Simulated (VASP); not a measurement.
Runs of VASP 6.6.1 on BAs. It takes space group F-43m (No. 216, cubic). Conventional cell: a = 4.777 Å, b = 4.777 Å, c = 4.777 Å, α = 90.00°, β = 90.00°, γ = 90.00°. Around As (site symmetry -43m) lie 4 B at 2.07 Å. B (site symmetry -43m) has 4 As at 2.07 Å as nearest neighbours. 

```tsv
task	level	spin	exchange at q = 0	screening parameter	share of exact exchange	mesh quality	gap on the mesh (eV)	pressure (GPa)
band structure	HSE03	off	-	-	-	not flagged	(a)	-0.2
band structure	PBE0	off	truncated	-	-	not flagged	2.62	-0.7
single point	HSE06	SOC, no magnetisation	-	0.2 1/A	-	coarse	-	-0.6
band structure	r2SCAN-EpsX	off	truncated	-	0.1013	not flagged	1.96	(b)
band structure	HSE06	off	-	0.2 1/A	-	not flagged	1.96	-0.6
```

Alike in all rows: potentials or basis VASP PAW PBE potentials, release 64 (As, B); cell as given; k mesh 6 × 6 × 6; cutoff (eV) 520; smearing gaussian 0.02 eV.

Question: Fill in the values left out.

Answer: (a) 1.78; (b) -0.3.

Caveats: some runs use coarse meshes; the PAW data sets were made with another functional, which shifts forces and pressure a little; the mesh misses the band edges, which the band path finds closer together (some runs).

A k mesh can miss the band edges, and rows without SOC leave out spin-orbit coupling on As.
